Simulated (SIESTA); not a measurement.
## Cs under changes of volume

One of the cells (125.566 Å³/atom); the others are scaled copies at fixed shape and fractional positions:

```
Cs
1.0
     0.00000    3.97448    3.97448
     3.97448    0.00000    3.97448
     3.97448    3.97448    0.00000
Cs
1
Direct
  0.00000 0.00000 0.00000
```

This isn't the form of Cs at room conditions, which is bcc.

| Property | Result |
| --- | --- |
| Program | SIESTA 5.4.2 |
| Functional | PBE |
| Potentials or basis | PseudoDojo 0.4 standard (PBE files) |
| Basis | DZP (energy shift 0.003 Ry; two zetas on semicore shells; d shell added on Cs) |
| Grid cutoff | 500 Ry |
| Energy shift | 0.003 Ry |
| k mesh | 6 × 6 × 6 |
| Occupations | fermi-dirac, width 0.05 eV |
| Spin | no spin polarisation |

| volume (Å³/atom) | energy over the lowest point (meV/atom) | pressure (GPa) |
| --- | --- | --- |
| 115.718 | 0.00 | -0.1 |
| 118.180 | 1.71 | -0.1 |
| 120.642 | 4.11 | -0.2 |
| 125.566 | ? | ? |
| 128.028 | 14.89 | -0.3 |
| 130.490 | 19.43 | -0.3 |

**Question.** What does the run at 125.566 Å³/atom give?

**Answer.** Energy over the lowest point 10.78 meV/atom; pressure -0.3 GPa.

Worked out: A Birch-Murnaghan fit of order 3 (a polynomial in V^(-2/3)) to the other rows has no minimum within the range. It gives 10.78 meV/atom at 125.566 Å³/atom, against the run's 10.78, and -dE/dV = -0.3 GPa, against -0.3.

Energies are extrapolated to zero smearing.

Caveats: the basis of atomic orbitals isn't converged, which shifts pressures, moduli and gaps.
